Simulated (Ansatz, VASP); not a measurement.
W: VASP beside Ansatz

```
W
1.0
     0.00000    2.03000    2.03000
     2.03000    0.00000    2.03000
     2.03000    2.03000    0.00000
W
1
Direct
  0.00000 0.00000 0.00000
```

This isn't the form of W at room conditions, which is bcc.

Alike in both runs: task relaxation of cell and atoms; functional r2SCAN; dispersion rVV10; k mesh 11 × 11 × 11; occupations fermi-dirac, width 0.05 eV; no spin polarisation.

|  | VASP | Ansatz |
| --- | --- | --- |
| version | VASP 6.6.1 | Ansatz 0.2.0 |
| potentials or method | VASP PAW PBE potentials, release 64 (W_sv) | Ansatz PAW |
| plane-wave cutoff (eV) | 600 | 500 |
| valence electrons in the cell | 14 | 14 |

Ansatz gave:

```
gap on the k mesh at the Fermi level, each at its own relaxed structure (eV) : none
relaxed volume (Å³/atom)                                                     : 16.07
relaxed cell length with the largest relative difference (Å)                 : 2.832
energy change over the relaxation (meV/atom)                                 : -25
```

Task: What did VASP give for the same quantities?

Result: gap on the k mesh at the Fermi level, each at its own relaxed structure (eV): none; relaxed volume (Å³/atom): 16.16; relaxed cell length with the largest relative difference (Å): 2.838; energy change over the relaxation (meV/atom): -18.

A gap of «none» marks a metal or a gap that the smearing closes.

Caveats: the PAW data sets were made with another functional, which shifts forces and pressure a little (VASP); the plane-wave basis is chosen anew once the cell has moved, so the energies of steps on either side of that aren't comparable (Ansatz); the PAW data sets come from PBE, with cores solved anew for the run's functional, which leaves a small shift of forces and pressure (Ansatz). The runs have no spin-orbit coupling, so splittings on W are missing.
